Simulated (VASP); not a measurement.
# SnTe (Fm-3m) in VASP: further runs

Aim: see how the results for SnTe move with the level of theory and the settings. Levels: PBEsol, r2SCAN. Tasks: single point.

Everything below comes from runs of VASP 6.6.1. Logs are shortened: lines on timing, memory, paths and dates and some standing lists are left out, and cuts for length are marked.

**What was measured.**

A printed reference work, textbook reports, for a bulk crystal of SnTe at 300 K: band gap 0.18 eV (direct).

How close the calculation comes is told below.

### 1 The crystal as given

Symmetry: Fm-3m, No. 225, cubic system. Conventional cell: a = 6.290 Å, b = 6.290 Å, c = 6.290 Å, α = 90.00°, β = 90.00°, γ = 90.00°. Around Sn (site symmetry m-3m) lie 6 Te at 3.14 Å. Te (site symmetry m-3m) is surrounded by 6 Sn at 3.14 Å.

The cell is a database's computed one.

### 2 Single point, PBEsol

Input file INCAR:

```
PREC = Accurate
ENCUT = 700
EDIFF = 1E-6
ISMEAR = 0
SIGMA = 0.1
LREAL = F
LASPH = T
NELM = 100
ALGO = Normal
ISIF = 2
LWAVE = F
LCHARG = T
GGA = PS
LELF = T
LVHAR = T
NBANDS = 17
```

Input file KPOINTS:

```
Automatic mesh
0
Gamma
  12 12 12
```

Input file POSCAR:

```
SnTe
1.0
    0.0000000000      3.1449300000      3.1449300000
    3.1449300000      0.0000000000      3.1449300000
    3.1449300000      3.1449300000      0.0000000000
Sn Te
1 1
Direct
    0.0000000000      0.0000000000      0.0000000000
    0.5000000000      0.5000000000      0.5000000000
```

Potentials or basis: VASP PAW PBE potentials, release 64 (Sn_d, Te).

Run with:

```console
> cat potpaw_PBE.64/Sn_d/POTCAR potpaw_PBE.64/Te/POTCAR > POTCAR
> mpirun -np 1 vasp_std > vasp.out
```

OUTCAR:

```text
PREC = Accurate
   ENCUT = 700
   EDIFF = 1E-6
   ISMEAR = 0
   LREAL = F
   LASPH = T
   NELM = 100
   ISIF = 2
   GGA = PS

 ion  position               nearest neighbor table
   1  0.000  0.000  0.000-   2 3.14   2 3.14   2 3.14   2 3.14   2 3.14   2 3.14
   2  0.500  0.500  0.500-   1 3.14   1 3.14   1 3.14   1 3.14   1 3.14   1 3.14

  LATTYP: Found a face centered cubic cell.
 ALAT       =     6.2898600000

  Lattice vectors:

 A1 = (   0.0000000000,   3.1449300000,   3.1449300000)
 A2 = (   3.1449300000,   0.0000000000,   3.1449300000)
 A3 = (   3.1449300000,   3.1449300000,   0.0000000000)

Analysis of symmetry for initial positions (statically):
=====================================================================
 Subroutine PRICEL returns:
 Original cell was already a primitive cell.

 Routine SETGRP: Setting up the symmetry group for a
 face centered cubic supercell.

 Subroutine GETGRP returns: Found 48 space group operations
 (whereof 48 operations were pure point group operations)
 out of a pool of 48 trial point group operations.

The static configuration has the point symmetry O_h .

Analysis of symmetry for dynamics (positions and initial velocities):
=====================================================================
 Subroutine PRICEL returns:
 Original cell was already a primitive cell.

 Routine SETGRP: Setting up the symmetry group for a
 face centered cubic supercell.

 Subroutine GETGRP returns: Found 48 space group operations
 (whereof 48 operations were pure point group operations)
 out of a pool of 48 trial point group operations.

The dynamic configuration has the point symmetry O_h .

 Subroutine INISYM returns: Found 48 space group operations
 (whereof 48 operations are pure point group operations),
 and found     1 'primitive' translations

----------------------------------------------------------------------------------------

                                     Primitive cell

  volume of cell :      62.2104

  direct lattice vectors                    reciprocal lattice vectors
     0.000000000  3.144930000  3.144930000    -0.158986051  0.158986051  0.158986051
     3.144930000  0.000000000  3.144930000     0.158986051 -0.158986051  0.158986051
     3.144930000  3.144930000  0.000000000     0.158986051  0.158986051 -0.158986051

  length of vectors
     4.447602659  4.447602659  4.447602659     0.275371917  0.275371917  0.275371917

  position of ions in fractional coordinates (direct lattice)
[... 79 lines left out ...]
   EDIFF  = 0.1E-05   stopping-criterion for ELM
   LREAL  =      F    real-space projection
   EDIFFG = 0.1E-04   stopping-criterion for IOM
   NSW    =      0    number of steps for IOM
   IBRION =     -1    ionic relax: 0-MD 1-quasi-New 2-CG
   NFREE  =      0    steps in history (QN), initial steepest desc. (CG)
   ISIF   =      2    stress and relaxation
   ISYM   =      2    0-nonsym 1-usesym 2-fastsym
   POTIM  = 0.5000    time-step for ionic-motion
   TEBEG  =    0.0;   TEEND  =   0.0 temperature during run
   PSTRESS=    0.0 pullay stress
   NELECT =      20.0000    total number of electrons
   NUPDOWN=      -1.0000    fix difference up-down
   EMIN   =  10.00;   EMAX   =-10.00  energy-range for DOS
   EFERMI =   0.00;   METHOD = LEGACY
   ISMEAR =     0;   SIGMA  =   0.10  broadening in eV -4-tet -1-fermi 0-gaus
   EFERMI_NEDOS =   21; number of points for ismear=-14 and -15
   IALGO  =     38    algorithm
   IMIX   =      4    mixing-type and parameters
     AMIX     =   0.40;   BMIX     =  1.00
     AMIX_MAG =   1.60;   BMIX_MAG =  1.00
  volume/ion in A,a.u.               =      31.11       209.91
  Fermi-wavevector in a.u.,A,eV,Ry     =   1.121495  2.119317 17.112729  1.257750
  Thomas-Fermi vector in A             =   2.258148
   LORBIT       =      0    0 simple, 1 ext, 2 COOP (PROOUT), +10 PAW based schemes
   GGA     = PS    functional components
   LHFCALC =     F    Hartree Fock is set to
   AEXX    =    0.0000 exact exchange contribution
   IVDW    =     0    specifies the selected vdW correction
   LEPSILON=     F    determine dielectric tensor
   LRPA    =     F    only Hartree local field effects (RPA)
 non-spin polarized calculation
 Gauss-broadening in eV      SIGMA  =   0.10
  energy-cutoff  :      700.00
  volume of cell :       62.21
 maximum number of plane-waves:      2685
   NGX = 19   NGY = 19   NGZ = 19

 number of electron      19.9999999 magnetization

 Free energy of the ion-electron system (eV)
  ---------------------------------------------------
  ext. energy  EPLUGINS =         0.00000000
  ---------------------------------------------------
  free energy    TOTEN  =        -8.33964250 eV

  energy without entropy =       -8.33950016  energy(sigma->0) =       -8.33957133

 E-fermi :   6.9002     XC(G=0):  -9.6775

 val. band max:        6.8212998656   @ k =   0.5000   0.0000   0.0000
 cond. band min:       6.9799375061   @ k =   0.5000   0.0000   0.0000
 fundamental gap:      0.1586376405
 Fermi energy:         6.9001895441

 k-point     1 :       0.0000    0.0000    0.0000
  band No.  band energies     occupation
      1     -14.9072      2.00000
      2     -14.9072      2.00000
      3     -14.9000      2.00000
      4     -14.9000      2.00000
      5     -14.9000      2.00000
      6      -5.9864      2.00000
[... 457 lines left out ...]
      4     -14.8938      2.00000
      5     -14.8924      2.00000
      6      -4.5819      2.00000
[... 9 lines left out ...]
     16      14.6191      0.00000
     17      17.2004      0.00000

 [... further k-points ...]

------------------------ aborting loop because EDIFF is reached ----------------------------------------

  FORCE on cell =-STRESS in cart. coord.  units (eV):
  Direction    XX          YY          ZZ          XY          YZ          ZX
  --------------------------------------------------------------------------------------
  -------------------------------------------------------------------------------------
  Total       -0.0087778     -0.0087778     -0.0087778      0.0000000      0.0000000      0.0000000
  in kB       -0.2260657     -0.2260657     -0.2260657      0.0000000      0.0000000      0.0000000
  external PRESSURE =      -0.2260657 kB  Pullay stress =       0.0000000 kB

 VOLUME and BASIS-vectors are now :
 -----------------------------------------------------------------------------
  energy-cutoff  :      700.00
  volume of cell :       62.21
      direct lattice vectors                 reciprocal lattice vectors
     0.000000000  3.144930000  3.144930000    -0.158986051  0.158986051  0.158986051
     3.144930000  0.000000000  3.144930000     0.158986051 -0.158986051  0.158986051
     3.144930000  3.144930000  0.000000000     0.158986051  0.158986051 -0.158986051

 POSITION                                       TOTAL-FORCE (eV/Angst)
 -----------------------------------------------------------------------------------
      0.00000      0.00000      0.00000        -0.000000     -0.000000      0.000000
      3.14493      3.14493      3.14493         0.000000      0.000000     -0.000000
 -----------------------------------------------------------------------------------
    total drift:                                0.000000     -0.000000     -0.000000

  FREE ENERGIE OF THE ION-ELECTRON SYSTEM (eV)
  ---------------------------------------------------
  free  energy   TOTEN  =        -8.3396425049 eV

  energy  without entropy=       -8.3395001645  energy(sigma->0) =       -8.33957133
```

It took 54 s on 1 thread of AMD EPYC 9R45 (Zen 5), shared host; peak memory 0.29 GiB.

Results:

| Quantity | Value |
| --- | --- |
| Free energy | -8.3396 eV |
| Pressure | 0.0 GPa |
| Band gap on the k mesh | 0.16 eV, direct |

Caveat: the PAW data sets were made with another functional, which shifts forces and pressure a little; spin-orbit coupling is left out, which moves the levels of the heavy elements.

(Part 1 of 2 ends here.)
